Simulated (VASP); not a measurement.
A run of VASP 6.6.1 is set up as follows.

File INCAR:

```
PREC = Accurate ; ENCUT = 600
EDIFF = 1E-7 ; ISMEAR = -1
SIGMA = 0.05 ; LREAL = F
LASPH = T ; NELM = 80
ALGO = Normal ; ISIF = 3
LWAVE = F ; LCHARG = F
METAGGA = SCAN ; LMIXTAU = T
IBRION = 2 ; NSW = 60
EDIFFG = -0.005
```

The input KPOINTS:

```
Automatic mesh
0
Gamma
  8 8 8
```

File POSCAR:

```
InPd
1.0
    0.0000000000      2.7460700000      2.7460700000
    2.7460700000      0.0000000000      2.7460700000
    2.7460700000      2.7460700000      0.0000000000
In Pd
1 1
Direct
    0.0000000000      0.0000000000      0.0000000000
    0.5000000000      0.5000000000      0.5000000000
```

Potentials or basis: VASP PAW PBE potentials, release 64 (In_d, Pd).

Command:

```sh
$ cat potpaw_PBE.64/In_d/POTCAR potpaw_PBE.64/Pd/POTCAR > POTCAR
$ mpirun -np 1 vasp_std > vasp.out
```

Problem. What does it give for the relaxed cell?

Solution. a = 3.829 Å, b = 3.829 Å, c = 3.829 Å, α = 60.00°, β = 60.00°, γ = 60.00°.

Problem. Predict the band gap on the k mesh.

Solution. None (metal or under the smearing width).

Final structure:
```yaml
crystal:
  lattice:
    - [0.00000, 2.70729, 2.70729]
    - [2.70729, 0.00000, 2.70729]
    - [2.70729, 2.70729, 0.00000]
  atoms:
    - { symbol: In, position: [0.00000, 0.00000, 0.00000] }
    - { symbol: Pd, position: [0.50000, 0.50000, 0.50000] }
```
